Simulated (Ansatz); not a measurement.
# HfO2: the cost of one run

All numbers below are computed with Ansatz 0.2.0 (DFT PBEsol, scalar-relativistic, plane waves, PAW).

3 further runs of the same task are left out: 3 set aside as unsound or not needed.

### 1 The structure to begin with

The cell holds 24 atoms (CHf7O16): a = 6.691 Å, b = 7.264 Å, c = 7.264 Å, α = 90.91°, β = 116.23°, γ = 116.23°.

Structure file:

```
C Hf O
1.0
    -4.21728    0.00000   -5.19497
     5.09568    5.17706   -0.00192
     5.09568   -5.17706   -0.00192
C Hf O
1 7 16
Direct
  0.29182 0.01301 0.55596
  0.29182 0.51301 0.05596
  0.20818 0.44404 0.48699
  0.20818 0.94404 0.98699
  0.70818 0.48699 0.94404
  0.70818 0.98699 0.44404
  0.79182 0.05596 0.01301
  0.79182 0.55596 0.51301
  0.02001 0.10448 0.36266
  0.02001 0.60448 0.86266
  0.47999 0.13734 0.89552
  0.47999 0.63734 0.39552
  0.97999 0.39552 0.13734
  0.97999 0.89552 0.63734
  0.52001 0.36266 0.60448
  0.52001 0.86266 0.10448
  0.65912 0.03385 0.69651
  0.65912 0.53385 0.19651
  0.84088 0.80349 0.96615
  0.84088 0.30349 0.46615
  0.34088 0.46615 0.80349
  0.34088 0.96615 0.30349
  0.15912 0.69651 0.53385
  0.15912 0.19651 0.03385
```

The host was relaxed before at PBEsol: a = 5.096 Å, b = 5.177 Å, c = 5.271 Å, α = 90.00°, β = 99.62°, γ = 90.00° (conventional cell), 11.424 Å³/atom.

Places, in fractions of the supercell: C in place of Hf at (0.292, 0.013, 0.556). The start keeps the symmetry of the ideal site.

### 2 Band edges of the host over the zone

Input file input.yaml:

```yaml
crystal:
  lattice:
    - [5.0956762483, 0.0, -0.0019235202]
    - [0.0, 5.1770571954, 0.0]
    - [-0.8783917821, 0.0, 5.1968912911]
  atoms:
    - { symbol: Hf, position: [0.2771467363, 0.457045836, 0.7081795823] }
    - { symbol: Hf, position: [0.7228532637, 0.957045836, 0.7918204177] }
    - { symbol: Hf, position: [0.7228532637, 0.542954164, 0.2918204177] }
    - { symbol: Hf, position: [0.2771467363, 0.042954164, 0.2081795823] }
    - { symbol: O, position: [0.4471346445, 0.7418166539, 0.9799930266] }
    - { symbol: O, position: [0.5528653555, 0.2418166539, 0.5200069734] }
    - { symbol: O, position: [0.5528653555, 0.2581833461, 0.0200069734] }
    - { symbol: O, position: [0.4471346445, 0.7581833461, 0.4799930266] }
    - { symbol: O, position: [0.0712348915, 0.3373418277, 0.3408778521] }
    - { symbol: O, position: [0.9287651085, 0.8373418277, 0.1591221479] }
    - { symbol: O, position: [0.9287651085, 0.6626581723, 0.6591221479] }
    - { symbol: O, position: [0.0712348915, 0.1626581723, 0.8408778521] }
basis:
  ecutwfc: 420
  xc_grid: 2
kpoints:
  mp_grid: { grid: [4, 4, 4] }
  band_path: { path: [VBM, CBM], npoints: 2 }
hamiltonian:
  xc: pbesol
scf:
  occupations: { method: gaussian, width: 0.02 }
output:
  forces: true
  stress: true
  eigenvalues: true
```

On the command line:

```
$ ansatz run input.yaml --threads 8 --pin off --max-ram 16384MiB --backend cpu --events-out ev --progress --plain --runs-dir out
```

What time and memory should one allow on 8 threads of Arm Neoverse V1, shared host?

About 28 s, with a peak of 1.1 GiB.
